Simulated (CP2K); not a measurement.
The system is TaN.

```
Ta N
1.0
     3.52301    0.00000    0.00000
     1.76150    3.05102    0.00000
     1.76150    1.01701    2.87653
Ta N
1 1
Direct
  0.00000 0.00000 0.00000
  0.25000 0.25000 0.25000
```

The cell comes from a database or a generator and needn't be the stable form of this composition.

Base run:

| Property | Result |
| --- | --- |
| Program | CP2K 2026.2 |
| Functional | TASK |
| Potentials or basis | POTENTIAL_UZH Ta GTH-PBE-q13, N GTH-PBE-q5; TZVP-MOLOPT-PBE-GTH basis |
| Density cutoff | 9184 eV |
| k mesh | 9 × 9 × 9 |
| Occupations | fermi-dirac, width 0.05 eV |
| Spin | no spin polarisation |

Its results: band gap on the k mesh none (metal or under the smearing width); pressure -26.0 GPa.

Problem. After a change of settings the same cell gave: band gap on the k mesh none (metal or under the smearing width); pressure -21.0 GPa. Which change was it?
A. functional from TASK to PBEsol
B. functional from TASK to WC
C. functional from TASK to BLYP
D. functional from TASK to LDA

Solution. C.

Caveats: the potentials were made for another functional, which shifts forces and pressure; the basis of atomic orbitals isn't converged, which shifts pressures, moduli and gaps; spin-orbit coupling is left out, which moves the levels of the heavy elements (some runs).

Runs at the PBE level aren't shown here.
